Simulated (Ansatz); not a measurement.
# Si/GaP/NiSi2: a contact from a semiconductor to a metal, part 2 of 5

Is Si/GaP/NiSi2 a contact for electrons or for holes? The semiconductor is Si diamond(111), undoped, with its far face capped by hydrogen, and the metal is NiSi2 fluorite(111) turned by 180 degrees (type B), with GaP zinc blende(111) between them (whole bilayers). After relaxation the nearest pair at the metal is Si–Ga at 2.45 Å, along the normal. The common net has a side of 3.868 Å, which strains the semiconductor by +0.0 %, the layer between by -0.7 % and the metal by +0.7 %, against typed lattice constants near PBE's. The first steps treat the bulk crystals alone.

Ansatz 0.2.0; PBE DFT, plane waves, PAW files (the session's first sound run).

So far. Step 2 (Layer spacing of the electrode, 6 atoms): Little changed from the start: no atom moved by 0.005 Å and no cell edge by 0.1 %.

## 4. Relaxation

System of this step: Si/GaP/NiSi2. The cell holds 18 atoms: 9 Si, 3 P, 3 Ga, 2 Ni and 1 H. Its edges and angles: a = 3.868 Å, b = 3.868 Å, c = 38.808 Å, α = 90.0°, β = 90.0°, γ = 120.0°. Vacuum lies along c.

The bonds at the contact set its dipole, and with it the barrier heights, so the interface is relaxed first in a short slab. The dipole correction removes the field between the unlike outer faces.

Input file input.yaml:

```yaml
crystal:
  lattice:
    - [3.868, 0.0, 0.0]
    - [-1.934, 3.3497862618, 0.0]
    - [0.0, 0.0, 38.8079553797]
  atoms:
    - { symbol: Si, position: [0.0, 0.0, 0.2061433003] }
    - { symbol: Si, position: [0.33333333, 0.66666667, 0.2264872863] }
    - { symbol: Si, position: [0.33333333, 0.66666667, 0.2875192445] }
    - { symbol: Si, position: [0.66666667, 0.33333333, 0.3078632305] }
    - { symbol: Si, position: [0.66666667, 0.33333333, 0.3688951887] }
    - { symbol: Si, position: [0.0, 0.0, 0.3892391747] }
    - { symbol: P, position: [0.0, 0.0, 0.4467016197] }
    - { symbol: Ga, position: [0.33333333, 0.66666667, 0.4672985166] }
    - { symbol: P, position: [0.33333333, 0.66666667, 0.5290892074] }
    - { symbol: Ga, position: [0.66666667, 0.33333333, 0.5496861043] }
    - { symbol: P, position: [0.66666667, 0.33333333, 0.6114767952] }
    - { symbol: Ga, position: [0.0, 0.0, 0.6320736921] }
    - { symbol: Si, position: [0.0, 0.0, 0.6934013239] }
    - { symbol: Ni, position: [0.66666667, 0.33333333, 0.7134923991] }
    - { symbol: Si, position: [0.33333333, 0.66666667, 0.7335834742] }
    - { symbol: Si, position: [0.66666667, 0.33333333, 0.7737656245] }
    - { symbol: Ni, position: [0.33333333, 0.66666667, 0.7938566997] }
    - { symbol: H, position: [0.0, 0.0, 0.1674914315] }
kpoints:
  mp_grid: { grid: [8, 8, 1] }
scf:
  occupations: { method: fermi_dirac, width: 0.1 }
  max_iter: 150
hamiltonian:
  xc: pbe
efield:
  axis: 3
  dipole_correction: true
relax:
  f_tol: 0.04
  max_steps: 60
output:
  forces: true
```

Command:

```
$ ansatz run input.yaml --threads 8 --pin off --max-ram 24576MiB --backend cpu --events-out ev --progress --plain --runs-dir out
```

Numbers of over 12 decimals in the logs are rounded to 6 here.

Log:

```text
[...]
Crystal: 18 atoms, lattice volume = 502.834 Å³
Basis set: ecut = 420 eV, 9921 PW (Γ), exchange–correlation on 54×54×540 points (8 copies of the dense FFT grid, shifted against one another)
Bands: 82, of which v1, the nominal top of the filled ones, is band 64 counted from 1 (63 counted from 0)
Symmetry: 6 space group operations
[...]
k-points: 10 of 64 (time reversal used)
[...]
SCF iter   1: F=—  HF=-31035.930988 eV  |F-HF|=—  |Δ(HF+E_count)|=         —  Δρ=5.88e-3  dr2=1.74e0  ethr=1.77e-3  p=-0.016 e·Å  D=-5.76e-3 V/Å  ΔV_dip=0.22 eV  dr2_dipole=5.34e-1  V_vac-E_F(+/−)=4.16/3.94 eV  ⟨swp⟩=10.0  Hψ=4355  notcnv=0  defer=2
efield: sawtooth ramp at fractional position 0.9307 (placed from the atoms, in the widest stretch of the axis that holds none; the zero of the levels goes with the place), width 0.1000; the density the first Hamiltonian is built on has a dipole p = -0.016 e·Å; the dipole correction subtracts the counter field D = -5.76e-3 V/Å, which shifts the + side's vacuum level by +0.22 eV against the − side's; the planar-averaged density in the ramp window peaks in size at 5.4e-5 e/Å³
[...]
SCF iter   2: F=—  HF=-31039.917129 eV  |F-HF|=—  |Δ(HF+E_count)|=    3.99e0  Δρ=5.09e-2  dr2=5.39e2  ethr=1.37e-3  p=-0.044 e·Å  D=-1.57e-2 V/Å  ΔV_dip=0.61 eV  dr2_dipole=4.19e2  V_vac-E_F(+/−)=5.34/4.73 eV  ⟨swp⟩=6.4  Hψ=1691  notcnv=0  defer=25  recentre
[...]
SCF iter  12: F=-31035.834392 eV  HF=-31035.834402 eV  |F-HF|=1.00e-5  |Δ(HF+E_count)|=   1.94e-6  Δρ=1.27e-5  dr2=6.32e-6  ethr=3.15e-8  p=-0.042 e·Å  D=-1.52e-2 V/Å  ΔV_dip=0.59 eV  dr2_dipole=4.24e-6  V_vac-E_F(+/−)=4.45/3.86 eV  ⟨swp⟩=3.0  Hψ=2591  notcnv=0
WARN: efield: at this solve's end the planar-averaged density reaches 1.44e-5 e/Å³ inside the ramp window [0.9049, 0.0564] (bound 1e-5 e/Å³); the window's nearer edge stands 4.31 Å from this solve's nearest atom along the axis. Its work functions, free energy, forces, stress, dipole, levels and responses can be off, and this figure does not tell by how much. A short vacuum, a low `basis.ecutwfc` or `basis.ecutrho_ratio` and negative occupations (`scf.occupations.method`) can put density there. See the manual's quickstart, § The vacuum guard
SCF 1 converged in 12 iterations: F = -31035.834392 eV  dr2 = 6.32e-6
[...]
relax step   1: F+E_penalty+E_count = -31035.83439155 eV  Δ(F+E_penalty+E_count) = +0.000e0 eV  max|allowed force component| = 1.114e0 eV/Å  Δτ_max = 0.0000 Å  (12 SCF iters, dr2 threshold 4.00e-5 eV, accepted)
[...]
SCF iter   1: F=—  HF=-31036.033792 eV  |F-HF|=—  |Δ(HF+E_count)|=         —  Δρ=5.06e-3  dr2=2.36e-1  ethr=1.80e-4  p=-0.042 e·Å  D=-1.52e-2 V/Å  ΔV_dip=0.59 eV  dr2_dipole=1.61e-2  V_vac-E_F(+/−)=4.45/3.86 eV  ⟨swp⟩=2.0  Hψ=3148  notcnv=0  defer=28
efield: sawtooth ramp at fractional position 0.9307 (handed on by an earlier solve), width 0.1000; the density the first Hamiltonian is built on has a dipole p = -0.042 e·Å; the dipole correction subtracts the counter field D = -1.52e-2 V/Å, which shifts the + side's vacuum level by +0.59 eV against the − side's; the planar-averaged density in the ramp window peaks in size at 2.1e-5 e/Å³
[...]
SCF iter   2: F=—  HF=-31036.028475 eV  |F-HF|=—  |Δ(HF+E_count)|=   5.32e-3  Δρ=4.52e-3  dr2=1.12e-1  ethr=1.80e-4  p=-0.047 e·Å  D=-1.68e-2 V/Å  ΔV_dip=0.65 eV  dr2_dipole=1.51e-3  V_vac-E_F(+/−)=4.49/3.84 eV  ⟨swp⟩=3.0  Hψ=1310  notcnv=0  defer=28
[...]
SCF iter   8: F=-31036.012364 eV  HF=-31036.012376 eV  |F-HF|=1.21e-5  |Δ(HF+E_count)|=   4.26e-6  Δρ=2.61e-5  dr2=1.09e-5  ethr=6.11e-8  p=-0.044 e·Å  D=-1.60e-2 V/Å  ΔV_dip=0.62 eV  dr2_dipole=4.67e-6  V_vac-E_F(+/−)=4.55/3.93 eV  ⟨swp⟩=4.0  Hψ=2391  notcnv=0
[...]
SCF 2 converged in 8 iterations: F = -31036.012364 eV  dr2 = 1.09e-5
relax step   2: F+E_penalty+E_count = -31036.01236421 eV  Δ(F+E_penalty+E_count) = -1.780e-1 eV  max|allowed force component| = 5.868e-1 eV/Å  Δτ_max = 0.0905 Å  (8 SCF iters, dr2 threshold 7.75e-5 eV, accepted)
SCF iter   1: F=—  HF=-31036.085323 eV  |F-HF|=—  |Δ(HF+E_count)|=         —  Δρ=5.06e-3  dr2=1.32e-1  ethr=1.04e-3  p=-0.044 e·Å  D=-1.60e-2 V/Å  ΔV_dip=0.62 eV  dr2_dipole=1.07e-6  V_vac-E_F(+/−)=4.53/3.91 eV  ⟨swp⟩=4.3  Hψ=2102  notcnv=0  defer=25
[...]
SCF iter   8: F=-31036.066889 eV  HF=-31036.066909 eV  |F-HF|=1.97e-5  |Δ(HF+E_count)|=   1.65e-5  Δρ=4.03e-5  dr2=1.83e-5  ethr=1.69e-8  p=-0.055 e·Å  D=-1.98e-2 V/Å  ΔV_dip=0.77 eV  dr2_dipole=3.15e-6  V_vac-E_F(+/−)=4.68/3.91 eV  ⟨swp⟩=3.0  Hψ=2795  notcnv=0
[...]
SCF 3 converged in 8 iterations: F = -31036.066889 eV  dr2 = 1.83e-5
relax step   3: F+E_penalty+E_count = -31036.06688913 eV  Δ(F+E_penalty+E_count) = -5.452e-2 eV  max|allowed force component| = 1.437e-1 eV/Å  Δτ_max = 0.0862 Å  (8 SCF iters, dr2 threshold 2.15e-5 eV, accepted)
[...]
relax step   4: F+E_penalty+E_count = -31036.05290608 eV  Δ(F+E_penalty+E_count) = +1.398e-2 eV  max|allowed force component| = 2.613e-1 eV/Å  Δτ_max = 0.0896 Å  (10 SCF iters, rejected (line search))
SCF iter   1: F=—  HF=-31036.076820 eV  |F-HF|=—  |Δ(HF+E_count)|=         —  Δρ=2.80e-3  dr2=7.16e-2  ethr=7.44e-4  p=-0.054 e·Å  D=-1.94e-2 V/Å  ΔV_dip=0.75 eV  dr2_dipole=3.34e-2  V_vac-E_F(+/−)=4.72/3.97 eV  ⟨swp⟩=3.9  Hψ=1697  notcnv=0  defer=30
[...]
SCF iter   9: F=-31036.070488 eV  HF=-31036.070488 eV  |F-HF|=1.20e-8  |Δ(HF+E_count)|=   8.01e-9  Δρ=2.92e-6  dr2=8.57e-8  ethr=7.87e-11  p=-0.057 e·Å  D=-2.03e-2 V/Å  ΔV_dip=0.79 eV  dr2_dipole=4.72e-8  V_vac-E_F(+/−)=4.71/3.92 eV  ⟨swp⟩=3.9  Hψ=3405  notcnv=0
SCF 5 converged in 9 iterations: F = -31036.070488 eV  dr2 = 8.57e-8
relax step   5: F+E_penalty+E_count = -31036.07048821 eV  Δ(F+E_penalty+E_count) = -3.599e-3 eV  max|allowed force component| = 1.121e-2 eV/Å  Δτ_max = 0.0264 Å  (9 SCF iters, accepted)
SCF converged after 9 iterations
Free energy (F): -31036.070488 eV
[...]
Internal energy: -31035.946503 eV  (E = F + TS)
E sigma→0 (E₀):  -31036.008495 eV
Entropy (-TS):   -0.123985 eV (-6.888 meV/atom)
Fermi energy:    3.608199 eV
Dipole field:    D = -0.020526 V/Å  (p = -0.057039 e·Å, saw-weighted, corrected)
Work function:   Φ+ = 4.7123 eV   Φ− = 3.9157 eV
Levels:          The Fermi level and band energies are counted from a zero that moves with the ramp; work functions are not
[...]
--- Forces (eV/Å), atoms counted from 1 ---
  atom   1  Si     0.00000000    -0.00000000     0.00079291
  atom   2  Si     0.00000000     0.00000000     0.00144956
  atom   3  Si    -0.00000000    -0.00000000    -0.00049034
  atom   4  Si     0.00000000     0.00000000     0.00124448
  atom   5  Si    -0.00000000    -0.00000000     0.00037484
  atom   6  Si     0.00000000     0.00000000    -0.00191063
  atom   7  P      0.00000000    -0.00000000     0.00197011
  atom   8  Ga     0.00000000     0.00000000    -0.00206335
  atom   9  P      0.00000000    -0.00000000    -0.00066612
  atom  10  Ga     0.00000000     0.00000000     0.00024509
  atom  11  P      0.00000000    -0.00000000    -0.00630063
  atom  12  Ga     0.00000000     0.00000000     0.00798148
  atom  13  Si     0.00000000    -0.00000000     0.00742710
  atom  14  Ni     0.00000000     0.00000000     0.00537917
  atom  15  Si     0.00000000    -0.00000000    -0.00287047
  atom  16  Si     0.00000000     0.00000000    -0.01120777
  atom  17  Ni     0.00000000     0.00000000    -0.00171383
  atom  18  H      0.00000000     0.00000000     0.00040613
  max |Σ_I F_I| component: 4.77e-5 eV/Å
--- Relaxed structure (5 steps of the walk, 4 accepted, 0 SCFs on fresh bases) ---
  F+E_penalty+E_count = -31036.07048821 eV   max|allowed force component| = 1.121e-2 eV/Å
  atoms:
    - { symbol: Si, position: [4.035757781488523e-19, 0, 0.206687] }
    - { symbol: Si, position: [0.333333, 0.666667, 0.226186] }
    - { symbol: Si, position: [0.333333, 0.666667, 0.28710365498] }
    - { symbol: Si, position: [0.666667, 0.333333, 0.307045] }
    - { symbol: Si, position: [0.666667, 0.333333, 0.367996] }
    - { symbol: Si, position: [-1.1809365296075717e-18, 0, 0.387649] }
    - { symbol: P, position: [-2.1061224597270588e-19, 0, 0.446418] }
    - { symbol: Ga, position: [0.333333, 0.666667, 0.467950] }
    - { symbol: P, position: [0.333333, 0.666667, 0.528476] }
    - { symbol: Ga, position: [0.666667, 0.333333, 0.550020] }
    - { symbol: P, position: [0.666667, 0.333333, 0.610645] }
    - { symbol: Ga, position: [1.0120364218372388e-19, 0, 0.632210] }
    - { symbol: Si, position: [1.450248052058824e-18, 0, 0.695354] }
    - { symbol: Ni, position: [0.666667, 0.333333, 0.716864] }
    - { symbol: Si, position: [0.333333, 0.666667, 0.732075] }
    - { symbol: Si, position: [0.666667, 0.333333, 0.777136] }
    - { symbol: Ni, position: [0.333333, 0.666667, 0.790341] }
    - { symbol: H, position: [3.0948172711566925e-19, 0, 0.167908] }
```

It took 30 s on 8 threads of Arm Neoverse V2, shared host; peak memory 1.9 GiB.

Step by step:

```
step  energy less that of the first step (eV)  largest force component (eV/Å)
   1                                   0.0000                          1.1138
   2                                  -0.1780                          0.5868
   3                                  -0.2325                          0.1437
   4                                  -0.2185                          0.2613
   5                                  -0.2361                          0.0112
```

Relaxation step 4 was tried and not accepted.

The run keeps the 6 symmetry operations that it works with, so distortions that break them were not tested.

The atoms that moved most (Å):

```
atom     dx     dy      dz  length
Ni17  0.000  0.000  -0.136   0.136
Ni14  0.000  0.000   0.131   0.131
Si16  0.000  0.000   0.131   0.131
Si13  0.000  0.000   0.076   0.076
 Si6  0.000  0.000  -0.062   0.062
Si15  0.000  0.000  -0.059   0.059
 Si5  0.000  0.000  -0.035   0.035
 P11  0.000  0.000  -0.032   0.032
```

The relaxed structure:

```cif
data_structure
_symmetry_space_group_name_H-M 'P 1'
_symmetry_Int_Tables_number 1
_cell_length_a 3.8680
_cell_length_b 3.8680
_cell_length_c 38.8080
_cell_angle_alpha 90.000
_cell_angle_beta 90.000
_cell_angle_gamma 120.000
_cell_volume 502.83
loop_
_atom_site_label
_atom_site_type_symbol
_atom_site_fract_x
_atom_site_fract_y
_atom_site_fract_z
_atom_site_occupancy
Si1 Si 0.00000 0.00000 0.20669 1
Si2 Si 0.33333 0.66667 0.22619 1
Si3 Si 0.33333 0.66667 0.28710 1
Si4 Si 0.66667 0.33333 0.30705 1
Si5 Si 0.66667 0.33333 0.36800 1
Si6 Si 0.00000 0.00000 0.38765 1
P7 P 0.00000 0.00000 0.44642 1
Ga8 Ga 0.33333 0.66667 0.46795 1
P9 P 0.33333 0.66667 0.52848 1
Ga10 Ga 0.66667 0.33333 0.55002 1
P11 P 0.66667 0.33333 0.61065 1
Ga12 Ga 0.00000 0.00000 0.63221 1
Si13 Si 0.00000 0.00000 0.69535 1
Ni14 Ni 0.66667 0.33333 0.71686 1
Si15 Si 0.33333 0.66667 0.73207 1
Si16 Si 0.66667 0.33333 0.77714 1
Ni17 Ni 0.33333 0.66667 0.79034 1
H18 H 0.00000 0.00000 0.16791 1
```

Numbers from this step:

| Quantity | Value |
| --- | --- |
| free energy | -31036.0705 eV |
| Fermi energy | 3.608 eV |

The largest force component on a free atom ends at 0.011 eV/Å. At one or more of this run's solves the program warned of density in the dipole ramp over its bound, where dipole, forces and levels can be off.

(Part 2 of 5 ends here.)

[Logs are printed without paths, hosts, clocks, repeated set-up lines and the standing remarks that a program may print on its own settings, such as how far it seeks lower states.]

[Hosts, paths, dates, database ids (printed as entryN), source tags and the programs' standing remarks are cut or masked in the printed files.]
